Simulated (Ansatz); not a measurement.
# Which element?

Cell vectors (Å):

```
0.0000 3.4249 3.4249
3.4249 0.0000 3.4249
3.4249 3.4249 0.0000
```

```
atom       a       b       c
  Rb  0.0000  0.0000  0.0000
   X  0.5000  0.5000  0.5000
```

Computed with PBEsol, all-electron LAPW in Ansatz 0.2.0, scalar-relativistic. k mesh 6×6×6, fine mesh 10×10×10, fixed occupations, lines of 0.15 eV.

Independent-particle optical response of a crystal from Kohn-Sham bands on the fine mesh, no local fields or excitons; Cartesian axes as in the cell vectors.

* Fine mesh: 10, 10, 10
* Line width: 0.15 eV
* Further gaussian width: 0.3 eV

| photon energy (eV) | dielectric imag xx |
| --- | --- |
| 0.8 | 0 |
| 1.6 | 0 |
| 2.4 | 0 |
| 3.2 | 0 |
| 4 | 0.08 |
| 4.8 | 0.58 |
| 5.6 | 1.3 |
| 6.4 | 2.92 |
| 7.2 | 3.6 |
| 8 | 1.9 |
| 8.8 | 3.64 |
| 9.6 | 3.46 |
| 10.4 | 1.54 |
| 11.2 | 0.84 |
| 12 | 0.89 |
| 12.8 | 0.72 |
| 13.6 | 0.69 |
| 14.4 | 2.22 |
| 15.2 | 1.92 |
| 16 | 1.14 |
| 16.8 | 1.41 |
| 17.6 | 2.26 |
| 18.4 | 1.32 |
| 19.2 | 1.39 |
| 20 | 1.16 |

Question: All X atoms are one element. Which one was computed?

Answer: Br; the crystal is RbBr (Fm-3m).

Known limits: semilocal gaps are low, and what follows the gap (onsets, screening, light masses) shifts with it; spectra summed at the mesh points alone; no spin-orbit coupling on heavy atoms.
